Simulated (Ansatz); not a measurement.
# Fe (Fmmm) in Ansatz: further runs, part 3 of 3

Ansatz 0.2.0. The steps go on from the part before.

## 6. Relaxation of cell and atoms, PBEsol+D3(BJ)-ATM, collinear spin, ferromagnetic start

input.yaml

```yaml
crystal:
  lattice:
    - [0.0, 1.9417396906, 1.9651051623]
    - [1.4984397099, 0.0, 1.9651051623]
    - [1.4984397099, 1.9417396906, 0.0]
  atoms:
    - { symbol: Fe, position: [0.0, 0.0, 0.0], spin: 3.0 }
hamiltonian:
  xc: pbesol
  pseudopotentials: { kind: paw }
  dispersion: d3bjatm
magnetization:
  spin_polarized: true
kpoints:
  mp_grid: { grid: [13, 13, 13] }
scf:
  occupations: { method: fermi_dirac, width: 0.05 }
output:
  forces: true
  stress: true
  eigenvalues: true
relax:
  f_tol: 0.01
  max_steps: 40
  cell: { stress_tol: 0.05 }
```

Potentials or basis: Ansatz PAW.

Run with:

```sh
> ansatz run input.yaml --threads 2 --pin off --max-ram 5632MiB --backend cpu --events-out ev --progress --plain --runs-dir out
```

Output:

```text
Warning: RAYON_NUM_THREADS=2 ignored (pool sized by the plan → 2); use --threads N
Engine: ansatz 0.2.0, x86_64-unknown-linux-gnu
Pseudopotentials: kind: paw
Pseudopotential: Fe, paw, valence charge 16, recommended cutoff 420 eV (normal), Fe.paw.azcp
Functional definition: PBEsol
  exchange = pbesol_x
  correlation = pbesol_c
Crystal: 1 atoms, lattice volume = 11.435 Å³
Basis set: ecut = 420 eV, 221 PW (Γ), exchange–correlation on 40×36×36 points (8 copies of the dense FFT grid, shifted against one another)
Bands: 14, of which v1, the nominal top of the filled ones, is band 8 counted from 1 (7 counted from 0)
Symmetry: 8 space group operations
Space group: Fmmm (ITA 69), of the structure as read, at distance tolerance 2.3e-5 Å
Magnetic group: BNS 69.521 (UNI 619), of the structure as read, at distance tolerance 2.3e-5 Å
k-points: 343 of 2197
Non-local potential: Fe, projectors of the file, l = 0: 3, l = 1: 2, l = 2: 3, l = 3: 1
PAW form: soft (Blöchl's): semilocal exchange-correlation on the pseudo side does not see the compensation charge
PAW frozen core: Fe, regenerated for the run's functional, and the local potential with it (the file was generated under x = pbe(κ = 0.804, μ = 0.2195149727645171), c = pbe(β = 0.06672455060314922))
PAW one-centre angular grid: Fe, 590 points (default); XC on 64 Gauss nodes
Initial density: superposition of atomic densities (chi_scale 0.1, normalization cell)
Starting moments: Σ|m| = 3 μB on 1 of 1 site
Initial wavefunctions: pseudopotential atomic-orbital guess
Functional: x = pbesol(κ = 0.804, μ = 0.12345679012345678), c = pbesol(β = 0.046)
SCF iter   1: F=—  HF=-4449.095703 eV  |F-HF|=—  |Δ(HF+E_count)|=         —  Δρ=8.78e-2 (↑8.78e-2 ↓6.96e-2)  dr2=1.67e0  dr2_m=8.26e-2  M=2.508 μB ∫|m|=2.554 μB  β_m=0.30  ethr=3.10e-3  ⟨swp⟩=4.8  Hψ=45966  notcnv=0
Mixer restart at iter 1: flushing history
preconditioner: auto → none  [metal: Δε(μ)=0.003 eV  Ē_g=14.608 eV  σ=0.050 eV  W_gap=0.02  n_scr=0 (ndim 8)  ℏωp=31.1 eV  f_vac=0.000  D(μ)=1.13/eV (n_scr^D=14)]
SCF iter   2: F=—  HF=-4448.456801 eV  |F-HF|=—  |Δ(HF+E_count)|=   6.39e-1  Δρ=2.73e-2 (↑2.73e-2 ↓1.75e-2)  dr2=3.27e-2  dr2_m=3.68e-2  M=2.587 μB ∫|m|=2.652 μB  β_m=0.29  ethr=3.10e-3  ⟨swp⟩=3.2  Hψ=23967  notcnv=0  defer=739
SCF iter   3: F=—  HF=-4448.756490 eV  |F-HF|=—  |Δ(HF+E_count)|=         —  Δρ=4.12e-2 (↑4.12e-2 ↓3.99e-2)  dr2=4.07e-3  dr2_m=1.70e-1  M=2.255 μB ∫|m|=2.318 μB  β_m=0.29  ethr=2.05e-4  ⟨swp⟩=3.0  Hψ=19534  notcnv=0  defer=733
Mixer restart at iter 3: flushing history
SCF iter   4: F=—  HF=-4448.870685 eV  |F-HF|=—  |Δ(HF+E_count)|=   1.14e-1  Δρ=3.12e-2 (↑2.51e-2 ↓3.12e-2)  dr2=3.94e-3  dr2_m=8.19e-2  M=2.252 μB ∫|m|=2.323 μB  β_m=0.59  ethr=2.55e-5  ⟨swp⟩=2.3  Hψ=15938  notcnv=0  defer=725
SCF iter   5: F=—  HF=-4449.113681 eV  |F-HF|=—  |Δ(HF+E_count)|=   2.43e-1  Δρ=2.55e-2 (↑2.55e-2 ↓7.43e-3)  dr2=3.30e-2  dr2_m=2.25e-2  M=2.156 μB ∫|m|=2.246 μB  β_m=0.49  ethr=2.46e-5  ⟨swp⟩=3.2  Hψ=21788  notcnv=0  defer=725
SCF iter   6: F=—  HF=-4449.106109 eV  |F-HF|=—  |Δ(HF+E_count)|=   7.57e-3  Δρ=3.05e-3 (↑3.05e-3 ↓3.00e-3)  dr2=3.52e-3  dr2_m=2.09e-5  M=2.189 μB ∫|m|=2.285 μB  β_m=0.66  ethr=2.46e-5  ⟨swp⟩=2.0  Hψ=22982  notcnv=0  defer=668
[... 79 lines left out ...]
Magnetization: 2.0282 μB (9.0141 up, 6.9859 down)
Absolute magnetization: 2.1100 μB (∫|ρ↑−ρ↓|, with the PAW one-centre terms)
Spin contamination: 0.0259 ħ² per cell (⟨S²⟩ above its minimum at these occupations)
Per-site moments (μB) at R_I (Å): [(2.053105552101579, 0.9886474731994299)]
Free energy (F): -4449.166621 eV
Harris-Foulkes:  -4449.166621 eV  (|F-HF|=0.00e0)
Internal energy: -4449.158275 eV  (E = F + TS)
E sigma→0 (E₀):  -4449.162448 eV
Entropy (-TS):   -0.008346 eV (-8.346 meV/atom)
Fermi energy:    20.092568 eV
--- Per-component energies (eV) ---
  E_band       = -189.028045
  E_kinetic    = 352.997592
  E_local      = -1977.717008  (includes V_loc(G=0)·N_el)
  E_nonlocal   = 218.627483
  E_hartree    = 833.109364
  E_xc         = -118.012546
  E_vxc        = -152.623238  (∫ρ·V_xc dr)
  E_paw        = -1334.365773  (= ΣΔE_a)
  E_vpaw       = -296.532697  (= ΣTr[D̂ρ^β])
  E_aug_tail   = 0.001095  (compensation charges beyond the density's cutoff)
  E_ewald      = -2423.660004
  E_disp       = -0.317679  (pairwise vdW)
  E_core_change = 0.179202  (= ΣΔE_core)
  E_smearing   = -0.008346  (= −TS)
  E_closure    = 0.000000  (closes the sum)
  Σ components = -4449.166621   (vs F -4449.166621, Δ=0.00e0)
--- Forces (eV/Å), atoms counted from 1 ---
  atom   1  Fe    -0.00000000     0.00000000     0.00000000
  max |Σ_I F_I| component: 2.22e-31 eV/Å
--- Stress (GPa, compression-positive) ---
       -0.005869       0.000000      -0.000000
        0.000000       0.037166       0.000000
       -0.000000       0.000000       0.010549
  P = ⅓ Tr σ = 0.0139 GPa (0.139 kbar)
--- Band table (eV; the first three rows and the last of 686) ---
  k-point 0 ↑: bands = ["-67.8161", "-33.6722", "-33.6722", "-33.6721", "10.9961", "17.5877", "17.5886", "17.5897", "18.9982", "18.9998", "44.8685", "44.8732", "44.8758", "50.8841"]
  k-point 1 ↑: bands = ["-67.8099", "-33.7034", "-33.6823", "-33.6722", "11.2557", "17.5127", "17.5795", "17.7360", "18.9236", "19.0056", "43.5962", "44.5912", "44.8194", "50.1330"]
  k-point 2 ↑: bands = ["-67.7927", "-33.7895", "-33.7103", "-33.6723", "11.9992", "17.3057", "17.5151", "18.1567", "18.7950", "19.0268", "40.7499", "43.5109", "44.6912", "48.4312"]
  k-point 342 ↓: bands = ["-65.2833", "-31.8624", "-31.4908", "-31.3051", "15.9955", "17.9464", "20.0571", "21.3809", "21.9901", "23.2100", "29.3136", "37.9398", "40.7774", "45.7348"]
--- Relaxed structure (5 steps of the walk, 5 accepted, 1 SCFs on fresh bases) ---
  F+E_penalty+E_count = -4449.16662119 eV   max|allowed force component| = 0.000e0 eV/Å   (the final SCF, on the basis selected at the relaxed cell)
  cell:  # Å, volume = 10.5991 Å³
    - [-1.933369932284876e-33, 1.9567208127947429, 1.9568981663758804]
    - [1.3840216464970956, 2.6993349293807183e-33, 1.9568981663758804]
    - [1.3840216464970956, 1.9567208127947429, 2.0839594859152226e-33]
  atoms:
    - { symbol: Fe, position: [0.0, 0.0, 0.0] }
```

It took 46 s on 2 threads of AMD EPYC 7R43 (Zen 3), shared host; peak memory 0.45 GiB.

What came out:

```
Free energy                            : -4449.1666 eV
Relaxed volume                         : 10.60 Å³/atom
Relaxed cell                           : a = 2.767 Å, b = 2.397 Å, c = 2.397 Å, α = 70.52°, β = 54.74°, γ = 54.74°
Space group after relaxing (to 0.05 Å) : Im-3m (No. 229)
Energy gained by relaxing              : 60.2 meV/atom
Ionic steps                            : 6
Pressure after relaxing                : 0.0 GPa
Band gap on the k mesh                 : none (metal or under the smearing width)
Net moment                             : 2.03 μB per cell
Absolute moment                        : 2.11 μB per cell
Site moments                           : Fe +2.05 μB
```

Step by step:
```
step  energy change (eV)  largest force (eV/Å)  volume (Å³)
   1              0.0000                0.0000        11.44
   2             -0.0448                0.0000        10.95
   3             -0.0596                0.0000        10.48
   4             -0.0606                0.0000        10.61
   5             -0.0607                0.0000        10.60
   6             -0.0602                0.0000        10.60
```

Final structure:
```
CELL_PARAMETERS angstrom
0.00000 1.95672 1.95690
1.38402 0.00000 1.95690
1.38402 1.95672 0.00000
ATOMIC_POSITIONS crystal
Fe 0.00000 0.00000 0.00000
```

Caveat: the plane-wave basis is chosen anew once the cell has moved, so the energies of steps on either side of that aren't comparable; pairwise dispersion overbinds metals, which lowers pressure and volume; the PAW data sets come from PBE, with cores solved anew for the run's functional, which leaves a small shift of forces and pressure.

## 7. Relaxation of cell and atoms, PBEsol+D4, collinear spin, ferromagnetic start

Edit input.yaml of step 6 so:

```diff
@@ -10,3 +10,3 @@
   pseudopotentials: { kind: paw }
-  dispersion: d3bjatm
+  dispersion: d4
 magnetization:
@@ -21,2 +21,6 @@
   eigenvalues: true
+  write_density: true
+  write_potential: true
+  elf: true
+  volumetric_format: npy
 relax:
```

Run with:

```sh
> ansatz run input.yaml --threads 2 --pin off --max-ram 5632MiB --backend cpu --events-out ev --progress --plain --runs-dir out
```

Wall time 48 s (2 threads of AMD EPYC 7R43 (Zen 3), shared host); peak memory 0.45 GiB.

The run converged. Its results:

```yaml
Free_energy: -4449.0660 eV
Relaxed_volume: 10.66 Å³/atom
Relaxed_cell: a = 2.772 Å, b = 2.401 Å, c = 2.401 Å, α = 70.52°, β = 54.74°, γ = 54.74°
Space_group_after_relaxing_to_0.05_Å: Im-3m (No. 229)
Energy_gained_by_relaxing: 54.2 meV/atom
Ionic_steps: 6
Pressure_after_relaxing: 0.0 GPa
Band_gap_on_the_k_mesh: none (metal or under the smearing width)
Net_moment: 2.04 μB per cell
Absolute_moment: 2.12 μB per cell
Site_moments: Fe +2.06 μB
```

The path:
```
step  energy change (eV)  largest force (eV/Å)  volume (Å³)
   1              0.0000                0.0000        11.44
   2             -0.0398                0.0000        10.99
   3             -0.0536                0.0000        10.54
   4             -0.0546                0.0000        10.66
   5             -0.0547                0.0000        10.66
   6             -0.0542                0.0000        10.66
```

Final structure:
```yaml
crystal:
  lattice:
    - [0.00000, 1.96017, 1.96037]
    - [1.38648, 0.00000, 1.96037]
    - [1.38648, 1.96017, 0.00000]
  atoms:
    - { symbol: Fe, position: [0.00000, 0.00000, 0.00000] }
```

Levels at points of the mesh, in eV from the Fermi level:
Spin up:
| k point | band 7 | band 8 | band 9 | band 10 | band 11 | band 12 |
| --- | --- | --- | --- | --- | --- | --- |
| (0.00, 0.00, 0.00) | -2.49 | -2.49 | -1.09 | -1.09 | 24.74 | 24.74 |
Spin down:
```tsv
k point	band 5	band 6	band 7	band 8	band 9	band 10
(0.00, 0.00, 0.00)	-8.81	-0.73	-0.72	-0.72	1.45	1.45
```

Caveat: the plane-wave basis is chosen anew once the cell has moved, so the energies of steps on either side of that aren't comparable; pairwise dispersion overbinds metals, which lowers pressure and volume; the PAW data sets come from PBE, with cores solved anew for the run's functional, which leaves a small shift of forces and pressure.

## 8. The runs side by side

| task | level | fixed moment (μB) | cell | k mesh | gap on the mesh (eV) | pressure (GPa) | moment (μB) | relaxed volume (Å³/atom) |
| --- | --- | --- | --- | --- | --- | --- | --- | --- |
| single point | PBEsol | 4.5 | as given | 11 × 11 × 11 | - | 95.9 | 4.50 | - |
| single point | PBEsol | 6.0 | as given | 11 × 11 × 11 | - | 217.4 | 6.00 | - |
| relaxation of cell and atoms | PBEsol | - | relaxed | 13 × 13 × 13 | none | 0.0 | 2.06 | 10.79 |
| relaxation of cell and atoms | PBEsol+D3(BJ) | - | relaxed | 13 × 13 × 13 | none | 0.0 | 2.02 | 10.55 |
| relaxation of cell and atoms | PBEsol+D3(BJ)-ATM | - | relaxed | 13 × 13 × 13 | none | 0.0 | 2.03 | 10.60 |
| relaxation of cell and atoms | PBEsol+D4 | - | relaxed | 13 × 13 × 13 | none | 0.0 | 2.04 | 10.66 |

Alike in all rows: potentials or basis Ansatz PAW; spin collinear, ferromagnetic start; cutoff (eV) 420; smearing fermi-dirac 0.05 eV.

Caveats: the PAW data sets come from PBE, with cores solved anew for the run's functional, which leaves a small shift of forces and pressure; the plane-wave basis is chosen anew once the cell has moved, so the energies of steps on either side of that aren't comparable (some runs); pairwise dispersion overbinds metals, which lowers pressure and volume (some runs); a pressure of tens of GPa on the cell as given is suspect, and the run, the potentials or the cell itself is likely at fault (some runs); the total moment is fixed, so each spin has its own Fermi level (some runs); the thresholds are loose for stress (some runs).

Total energies depend on the potentials used, so only differences within one code and one set of settings carry meaning.
